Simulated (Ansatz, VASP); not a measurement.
**CdS (Hawleyite): VASP beside Ansatz**

One calculation is typed for both programs; each brings its own data sets and cutoff. How far apart do they land?

Calculated with Ansatz 0.2.0; plane waves, with VASP 6.6.1 beside it; G0W0 gap at PBE.

## Step 1: The structure

It takes space group F-43m (No. 216, cubic). Conventional cell: a = 5.947 Å, b = 5.947 Å, c = 5.947 Å, α = 90.00°, β = 90.00°, γ = 90.00°. Nearest to Cd lie 4 S at 2.58 Å. S has 4 Cd at 2.58 Å nearest. Farther neighbours and most contacts between anions are not listed.

Coordinates:

```cif
data_structure
_symmetry_space_group_name_H-M 'F-43m'
_symmetry_Int_Tables_number 216
_cell_length_a 5.9474
_cell_length_b 5.9474
_cell_length_c 5.9474
_cell_angle_alpha 90.000
_cell_angle_beta 90.000
_cell_angle_gamma 90.000
_cell_volume 210.37
loop_
_atom_site_label
_atom_site_type_symbol
_atom_site_symmetry_multiplicity
_atom_site_Wyckoff_symbol
_atom_site_fract_x
_atom_site_fract_y
_atom_site_fract_z
_atom_site_occupancy
Cd1 Cd 4 a 0.00000 0.00000 0.00000 1
S1 S 4 c 0.25000 0.25000 0.25000 1
```

## Step 2: VASP: G0W0 gap, PBE

Quasiparticle shifts depend on high empty states and on the cores, so they are the hardest test of two PAW sets.

Lines of VASP's logs that name or quote its potential files are left out, and so is its time.

The run reads the wave functions of an earlier VASP run, which isn't shown here.

Contents of INCAR:

```
SYSTEM = CdS
PREC = Accurate
ENCUT = 300
ISMEAR = 0
SIGMA = 0.01
LREAL = .FALSE.
GGA = PE
NBANDS = 208
ALGO = EVGW0
NELMGW = 1
ENCUTGW = 150
NOMEGA = 48
PRECFOCK = Fast
NBANDSGW = 24
LWAVE = .FALSE.
LCHARG = .FALSE.
```

Contents of POSCAR:

```
CdS
1.0
    0.0000000000      2.9737007966      2.9737007966
    2.9737007966      0.0000000000      2.9737007966
    2.9737007966      2.9737007966      0.0000000000
Cd S
1 1
Direct
    0.0000000000      0.0000000000      0.0000000000
    0.7500000000      0.7500000000      0.7500000000
```

Contents of KPOINTS:

```
Automatic mesh
0
Gamma
6 6 6
0 0 0
```

Potentials, in the order of the species: Cd_GW and S_GW (PBE family, release 64).

On the command line:

```console
> mpirun -np 8 vasp_std
```

Numbers of over 12 decimals in the logs are rounded to 6 here.

Output:

```text
[banner, memory and clock lines left out]
running    8 mpi-ranks, on    1 nodes
 distrk:  each k-point on    8 cores,    1 groups
 distr:  one band on    1 cores,    8 groups

 POSCAR found type information on POSCAR CdS
 POSCAR found :  2 types and       2 ions
|                                                                             |
|           W    W    AA    RRRRR   N    N  II  N    N   GGGG   !!!           |
|           W    W   A  A   R    R  NN   N  II  NN   N  G    G  !!!           |
|           W    W  A    A  R    R  N N  N  II  N N  N  G       !!!           |
|           W WW W  AAAAAA  RRRRR   N  N N  II  N  N N  G  GGG   !            |
|           WW  WW  A    A  R   R   N   NN  II  N   NN  G    G                |
|           W    W  A    A  R    R  N    N  II  N    N   GGGG   !!!           |
|                                                                             |
|     For optimal performance we recommend to set                             |
|       NCORE = 2 up to number-of-cores-per-socket                            |
|     NCORE specifies how many cores store one orbital (NPAR=cpu/NCORE).      |
|     This setting can greatly improve the performance of VASP for DFT.       |
|     The default, NCORE=1 might be grossly inefficient on modern             |
|     multi-core architectures or massively parallel machines. Do your        |
|     Unfortunately you need to use the default for GW and RPA                |
|     calculations (for HF NCORE is supported but not extensively tested      |
|     yet).                                                                   |
|                                                                             |

|                                                                             |
|           W    W    AA    RRRRR   N    N  II  N    N   GGGG   !!!           |
|           W    W   A  A   R    R  NN   N  II  NN   N  G    G  !!!           |
|           W    W  A    A  R    R  N N  N  II  N N  N  G       !!!           |
|           W WW W  AAAAAA  RRRRR   N  N N  II  N  N N  G  GGG   !            |
|           WW  WW  A    A  R   R   N   NN  II  N   NN  G    G                |
|           W    W  A    A  R    R  N    N  II  N    N   GGGG   !!!           |
|                                                                             |
|     The default for ENCUTGWSOFT is different in this version of VASP.       |
|     please manually set ENCUTGWSOFT =150 in the INCAR file.                 |
|                                                                             |

 LDA part: xc-table for (Slater+PW92), standard interpolation
 found WAVECAR, reading the header
 POSCAR, INCAR and KPOINTS ok, starting setup
 FFT: planning ... GRIDC
 FFT: planning ... GRID_SOFT
 FFT: planning ... GRID
 reading WAVECAR
 the WAVECAR file was read successfully
 initial charge from wavefunction
 available memory per node:     36.80 GB, setting MAXMEM to     37688

 The Fermi energy was updated, please check that it is located mid-gap
 values below the HOMO (VB) or above the LUMO (CB) will cause erroneous energies
 E-fermi :   2.6044

 calculate exact exchange contribution
 the WAVEDER file was read successfully
energies w=
    0.000    0.000    0.448    0.000    0.894    0.000    1.336    0.000
    1.774    0.000    2.205    0.000    2.629    0.000    3.045    0.000
    3.453    0.000    3.854    0.000    4.248    0.000    4.635    0.000
    5.017    0.000    5.394    0.000    5.768    0.000    6.140    0.000
    6.511    0.000    6.884    0.000    7.259    0.000    7.639    0.000
    8.025    0.000    8.420    0.000    8.825    0.000    9.245    0.000
    9.681    0.000   10.137    0.000   10.617    0.000   11.126    0.000
   11.670    0.000   12.255    0.000   12.889    0.000   13.583    0.000
   14.348    0.000   15.202    0.000   16.164    0.000   17.261    0.000
   18.528    0.000   20.013    0.000   21.783    0.000   23.934    0.000
   26.608    0.000   30.027    0.000   34.550    0.000   40.814    0.000
   50.045    0.000   64.965    0.000   93.059    0.000  165.124    0.000
 responsefunction array rank=     232
 LDA part: xc-table for (Slater+PW92), standard interpolation

 min. memory requirement per mpi rank    278.6 MB, per node   2228.9 MB

 allocating   6 responsefunctions rank=   232
 shmem allocating  48 responsefunctions rank=   232
 response function shared by NCSHMEM nodes    1
 Doing            6  frequencies on each core in blocks of           48
NQ=   1    0.0000    0.0000    0.0000,
|.........|.........|.........|.........|.........|.........|.........|.........
 performed        933000 updates of chi_q(r,r)
 total number of BLAS operations        391.61 Gflops
NQ=   2    0.1667    0.0000    0.0000,
|.........|.........|.........|.........|.........|.........|.........|.........
 performed       2545000 updates of chi_q(r,r)
 total number of BLAS operations        982.33 Gflops
NQ=   3    0.3333    0.0000    0.0000,
|.........|.........|.........|.........|.........|.........|.........|.........
 performed       4157000 updates of chi_q(r,r)
 total number of BLAS operations       1623.78 Gflops
NQ=   4    0.5000    0.0000    0.0000,
|.........|.........|.........|.........|.........|.........|.........|.........
 performed       5529000 updates of chi_q(r,r)
 total number of BLAS operations       2194.67 Gflops
NQ=   5    0.1667    0.1667    0.0000,
|.........|.........|.........|.........|.........|.........|.........|.........
 performed       7141000 updates of chi_q(r,r)
 total number of BLAS operations       2807.68 Gflops
NQ=   6    0.3333    0.1667    0.0000,
|.........|.........|.........|.........|.........|.........|.........|.........
 performed       9611000 updates of chi_q(r,r)
 total number of BLAS operations       3773.17 Gflops
NQ=   7    0.5000    0.1667    0.0000,
|.........|.........|.........|.........|.........|.........|.........|.........
 performed      12081000 updates of chi_q(r,r)
 total number of BLAS operations       4704.02 Gflops
NQ=   8   -0.3333    0.1667    0.0000,
|.........|.........|.........|.........|.........|.........|.........|.........
 performed      14551000 updates of chi_q(r,r)
 total number of BLAS operations       5669.50 Gflops
NQ=   9   -0.1667    0.1667    0.0000,
|.........|.........|.........|.........|.........|.........|.........|.........
 performed      16702000 updates of chi_q(r,r)
 total number of BLAS operations       6487.49 Gflops
NQ=  10    0.3333    0.3333    0.0000,
|.........|.........|.........|.........|.........|.........|.........|.........
 performed      18314000 updates of chi_q(r,r)
 total number of BLAS operations       7100.50 Gflops
NQ=  11    0.5000    0.3333    0.0000,
|.........|.........|.........|.........|.........|.........|.........|.........
 performed      20784000 updates of chi_q(r,r)
 total number of BLAS operations       8039.95 Gflops
NQ=  12   -0.3333    0.3333    0.0000,
|.........|.........|.........|.........|.........|.........|.........|.........
 performed      22935000 updates of chi_q(r,r)
 total number of BLAS operations       8873.01 Gflops
NQ=  13    0.5000    0.5000    0.0000,
|.........|.........|.........|.........|.........|.........|.........|.........
 performed      24167000 updates of chi_q(r,r)
 total number of BLAS operations       9359.14 Gflops
NQ=  14    0.5000    0.3333    0.1667,
|.........|.........|.........|.........|.........|.........|.........|.........
 performed      26937000 updates of chi_q(r,r)
 total number of BLAS operations      10461.34 Gflops
NQ=  15   -0.3333    0.3333    0.1667,
|.........|.........|.........|.........|.........|.........|.........|.........
 performed      29547000 updates of chi_q(r,r)
 total number of BLAS operations      11472.23 Gflops
NQ=  16   -0.3333    0.5000    0.1667,
|.........|.........|.........|.........|.........|.........|.........|.........
 performed      31708000 updates of chi_q(r,r)
 total number of BLAS operations      12279.00 Gflops
 resolving degeneracies of screened two electron integrals

 calculate QP shifts <psi_nk| G(iteration)W_0 |psi_nk>: iteration 1
 entering main loop
```

OUTCAR, selected parts (step 2):

```text
ion  position               nearest neighbor table
   1  0.000  0.000  0.000-   2 2.58   2 2.58   2 2.58   2 2.58
   2  0.750  0.750  0.750-   1 2.58   1 2.58   1 2.58   1 2.58

  LATTYP: Found a face centered cubic cell.
 ALAT       =     5.9474015932

 Subroutine GETGRP returns: Found 24 space group operations
 (whereof 24 operations were pure point group operations)

The static configuration has the point symmetry T_d .

 Found     16 irreducible k-points:

   k-points           NKPTS =     16   k-points in BZ     NKDIM =    216   number of bands    NBANDS=    208

   dimension x,y,z NGX =    24 NGY =   24 NGZ =   24
   dimension x,y,z NGXF=    48 NGYF=   48 NGZF=   48

   ENCUT  =  300.0 eV  22.05 Ry    4.70 a.u.   5.94  5.94  5.94*2*pi/ulx,y,z

   NELECT =      18.0000    total number of electrons

  energy-cutoff  :      300.00
  volume of cell :       52.59
      direct lattice vectors                 reciprocal lattice vectors
     0.000000000  2.973700797  2.973700797    -0.168140655  0.168140655  0.168140655
     2.973700797  0.000000000  2.973700797     0.168140655 -0.168140655  0.168140655
     2.973700797  2.973700797  0.000000000     0.168140655  0.168140655 -0.168140655

 k-points in reciprocal lattice and weights: Automatic mesh
   0.00000000  0.00000000  0.00000000       0.005
   0.16666667  0.00000000  0.00000000       0.037
   0.33333333  0.00000000  0.00000000       0.037
   0.50000000  0.00000000  0.00000000       0.019
   0.16666667  0.16666667  0.00000000       0.028
   0.33333333  0.16666667  0.00000000       0.111
   0.50000000  0.16666667  0.00000000       0.111
  -0.33333333  0.16666667  0.00000000       0.111
  -0.16666667  0.16666667  0.00000000       0.056
[...]
-0.33333333  0.33333333  0.16666667       0.111
  -0.33333333  0.50000000  0.16666667       0.056

 E-fermi :   2.6044

 QP shifts <psi_nk| G(iteration)W_0 |psi_nk>: iteration 1
 for sc-GW calculations column KS-energies equals QP-energies in previous step
 and V_xc(KS)=  KS-energies - (<T + V_ion + V_H > + <T+V_H+V_ion>^1  + <V_x>^1)
 k-point   1 :       0.0000    0.0000    0.0000
  band No.  KS-energies  QP-energies   sigma(KS)   V_xc(KS)     V^pw_x(r,r')   Z            occupation Imag(sigma)
    ...
      6      -5.0134      -6.9707     -18.2721     -15.4988     -23.1775       0.7058       2.0000       0.1977
      7       2.1003       1.3352     -14.6883     -13.6502     -16.4174       0.7371       2.0000       0.0641
      8       2.1003       1.3352     -14.6883     -13.6502     -16.4174       0.7371       2.0000       0.0641
      9       2.1003       1.3352     -14.6883     -13.6502     -16.4174       0.7371       2.0000       0.0641
     10       3.1085       3.1545      -9.6675      -9.7263      -6.1239       0.7846       0.0000      -0.0708
     11       8.6360       8.9799      -9.1296      -9.5773      -4.7771       0.7682       0.0000      -0.0940
     12       8.6360       8.9799      -9.1296      -9.5773      -4.7771       0.7682       0.0000      -0.0940
     13       8.6360       8.9799      -9.1296      -9.5773      -4.7771       0.7682       0.0000      -0.0940
    ...

 k-point   2 :       0.1667    0.0000    0.0000
  band No.  KS-energies  QP-energies   sigma(KS)   V_xc(KS)     V^pw_x(r,r')   Z            occupation Imag(sigma)
    ...
      6      -5.0140      -6.9674     -18.2673     -15.4947     -23.1748       0.7046       2.0000       0.1985
      7       0.6556      -0.1730     -13.4452     -12.3098     -15.2024       0.7298       2.0000       0.0695
      8       1.9176       1.1394     -14.5377     -13.4774     -16.3209       0.7339       2.0000       0.0637
      9       1.9176       1.1394     -14.5377     -13.4774     -16.3209       0.7339       2.0000       0.0637
     10       4.2644       4.3761     -10.4527     -10.5971      -6.9392       0.7727       0.0000      -0.0666
     11       8.2653       8.5330      -9.1307      -9.4797      -4.8125       0.7671       0.0000      -0.0935
     12       8.9286       9.2806      -9.2216      -9.6831      -4.7830       0.7629       0.0000      -0.0994
     13       8.9286       9.2806      -9.2216      -9.6831      -4.7830       0.7629       0.0000      -0.0994
    ...

 k-point   3 :       0.3333    0.0000    0.0000
  band No.  KS-energies  QP-energies   sigma(KS)   V_xc(KS)     V^pw_x(r,r')   Z            occupation Imag(sigma)
    ...
      6      -4.9967      -6.8173     -17.7361     -15.1373     -22.6810       0.7005       2.0000       0.2544
      7      -1.0879      -2.0030     -12.8815     -11.5817     -15.4224       0.7040       2.0000       0.1141
      8       1.5837       0.7821     -14.2898     -13.1926     -16.1742       0.7306       2.0000       0.0632
      9       1.5837       0.7821     -14.2898     -13.1926     -16.1742       0.7306       2.0000       0.0632
     10       4.9576       5.1607      -9.8389     -10.1001      -5.8958       0.7774       0.0000      -0.0708
     11       8.6868       8.8931      -9.4801      -9.7557      -4.9481       0.7483       0.0000      -0.1201
     12       9.1537       9.4785      -9.1241      -9.5518      -4.6767       0.7596       0.0000      -0.1037
     13       9.1537       9.4785      -9.1241      -9.5518      -4.6767       0.7596       0.0000      -0.1037
    ...

 k-point   4 :       0.5000    0.0000    0.0000
  band No.  KS-energies  QP-energies   sigma(KS)   V_xc(KS)     V^pw_x(r,r')   Z            occupation Imag(sigma)
    ...
      6      -4.6828      -6.5430     -18.1611     -15.5285     -23.0953       0.7066       2.0000       0.2419
      7      -1.9618      -2.8360     -12.1438     -10.8682     -14.9751       0.6853       2.0000       0.1505
      8       1.4283       0.6183     -14.1789     -13.0679     -16.1079       0.7291       2.0000       0.0628
      9       1.4283       0.6183     -14.1789     -13.0679     -16.1079       0.7291       2.0000       0.0628
     10       5.0130       5.2201      -9.6525      -9.9181      -5.6794       0.7798       0.0000      -0.0695
     11       9.0922       9.3937      -9.0080      -9.4040      -4.6245       0.7615       0.0000      -0.1010
     12       9.0922       9.3937      -9.0080      -9.4040      -4.6245       0.7615       0.0000      -0.1010
     13       9.3757       9.5184      -9.4201      -9.6144      -4.6513       0.7342       0.0000      -0.1510
    ...

[... 4 further parts left out ...]
```

[end of part 1 of 2]

[Lines on the potential files, build, host, timing and source positions are cut from VASP's logs without a mark.]

[Logs are printed without paths, hosts, clocks, repeated set-up lines and the standing remarks that a program may print on its own settings, such as how far it seeks lower states.]

[Hosts, paths, dates, database ids (printed as entryN), source tags and the programs' standing remarks are cut or masked in the printed files.]
